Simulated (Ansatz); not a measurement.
# Magnetic orders of CuO

Method: Ansatz 0.2.0, DFT PBE+U, scalar-relativistic, plane waves, PAW.

```yaml
crystal:
  lattice:
    - [1.99097, -2.15355, 0.00000]
    - [1.99097, 2.15355, 0.00000]
    - [0.00000, 0.00000, 5.15593]
  atoms:
    - { symbol: Cu, position: [0.00000, 0.50000, 0.00000] }
    - { symbol: Cu, position: [0.50000, 0.00000, 0.50000] }
    - { symbol: O, position: [0.50000, 0.50000, 0.25000] }
    - { symbol: O, position: [0.50000, 0.50000, 0.75000] }
```

```json
{"plane-wave cutoff": "420 eV", "Γ-centred k-mesh": "14×14×8", "occupation rule": "Gaussian smearing, 0.05 eV", "U_eff on Löwdin-orthogonalised atomic d orbitals": "Cu 4 eV", "list of starting moments (μB, in atom order)": "2.5 2.5 0 0", "check for lower electronic states after the SCF": "on"}
```

All runs keep this geometry, which isn't relaxed for the lowest state (largest force there 0.000 eV/Å, pressure 3.8 GPa) and needn't be a stable compound; relaxing each order can shift differences of a few meV. Site moments are spin moments in atom-centred spheres that scale with the neighbour distance. The states are those that the runs reached from these starts; a lower one can exist. No antiferromagnetic start is among these.

Task: Starts tried: no spin; large parallel starting moments. Which state comes out lowest, and what are the moments?

Result: Of the states reached here, with no antiferromagnetic start among them, the lowest is ferromagnetic, reached from the start “large parallel starting moments”, with site moments (μB) Cu +0.58 (×2), O +0.32 (×2).

| start | ends | energy above lowest (meV/atom) | site moments (μB) | gap on mesh (eV) | P (GPa) |
| --- | --- | --- | --- | --- | --- |
| no spin | non-magnetic | 30.3 | none over 0.05 | metal | 3.5 |
| large parallel starting moments | ferromagnetic | 0.00 | Cu +0.58 (×2), O +0.32 (×2) | metal | 3.8 |

Cost: 2 runs of about 1.9 core-minutes in all, on Arm Neoverse V2 (shared hosts).